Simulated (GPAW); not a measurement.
The system is C.

```
C
1.0
     0.00000    1.78337    1.78337
     1.78337    0.00000    1.78337
     1.78337    1.78337    0.00000
C
2
Direct
  0.75000 0.75000 0.75000
  0.50000 0.50000 0.50000
```

This isn't the form of C at room conditions, which is graphite.

Base run:

```yaml
Program: GPAW 26.7.0
Functional: revPBE
Potentials_or_basis: the program's PAW data sets (release 1.2.1) made for this functional
Cutoff: 800 eV
Basis: pw
k_mesh: 13 × 13 × 13
Occupations: fermi-dirac, width 0.05 eV
Spin: no spin polarisation
```

Its results: band gap on the k mesh 4.14 eV, indirect (least direct gap 5.60 eV); pressure 6.1 GPa.

Task: The run is repeated on the same cell with these changes: functional from revPBE to RPBE; band points from 80 to 100. What comes out?

Result: Band gap on the k mesh 4.14 eV, indirect (least direct gap 5.60 eV); pressure 7.6 GPa.
